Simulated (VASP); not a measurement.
LiH:

```
CELL_PARAMETERS angstrom
2.50699 0.00000 0.00000
0.00000 2.50699 0.00000
0.00000 0.00000 2.50699
ATOMIC_POSITIONS crystal
Li 0.50000 0.50000 0.50000
H 0.00000 0.00000 0.00000
```

The cell was built by a generator and needn't be a form met in nature.

```yaml
Program: VASP 6.6.1
Task: single point
Functional: PBE
Potentials_or_basis: VASP PAW PBE potentials, release 64 (Li_sv, H)
Cutoff: 520 eV
k_mesh: 11 × 11 × 11
Occupations: fermi-dirac, width 0.05 eV
Spin: no spin polarisation
```

On this cell: largest force zero by symmetry; band gap on the k mesh 1.16 eV, indirect (least direct gap 4.68 eV).

The same run follows on a disturbed copy (atoms moved at random, drawn with an rms of 0.05 Å):

```
CELL_PARAMETERS angstrom
2.50699 0.00000 0.00000
0.00000 2.50699 0.00000
0.00000 0.00000 2.50699
ATOMIC_POSITIONS crystal
Li 0.49247 0.50765 0.50166
H 0.01762 0.00722 0.95935
```

**Question.** What does the disturbed cell give?

**Answer.** The energy moves by +0.5 meV/atom; largest force 0.019 eV/Å; band gap on the k mesh 1.13 eV, indirect (least direct gap 4.62 eV).

Forces in eV/Å, atoms in the order of the input:
```
Li   0.011  0.000 -0.015
H   -0.011  0.000  0.015
```

Caveats: an odd mesh through Γ misses points on the zone boundary, where band edges often lie.
